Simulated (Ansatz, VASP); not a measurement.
## Pb: VASP beside Ansatz

```
Pb
1.0
    -1.97966    1.97966    1.97966
     1.97966   -1.97966    1.97966
     1.97966    1.97966   -1.97966
Pb
1
Direct
  0.00000 0.00000 0.00000
```

This isn't the form of Pb at room conditions, which is fcc.

Alike in both runs: task single point; functional LDA; k mesh 9 × 9 × 9; occupations gaussian, width 0.1 eV; no spin polarisation.

|  | VASP | Ansatz |
| --- | --- | --- |
| version | VASP 6.6.1 | Ansatz 0.2.0 |
| potentials or method | VASP PAW LDA potentials, release 64 (Pb_d) | Ansatz PAW |
| plane-wave cutoff (eV) | 520 | 420 |
| valence electrons in the cell | 14 | 14 |

|  | VASP | Ansatz | Ansatz less VASP |
| --- | --- | --- | --- |
| gap on the k mesh at the Fermi level (eV) | none | none | - |
| pressure (GPa) | -3.4 | -3.4 | -0.02 |

A gap of «none» marks a metal or a gap that the smearing closes.

Caveats: the PAW data sets come from PBE, with cores solved anew for the run's functional, which leaves a small shift of forces and pressure (Ansatz). Spin-orbit coupling is left out, which matters for the levels of Pb.
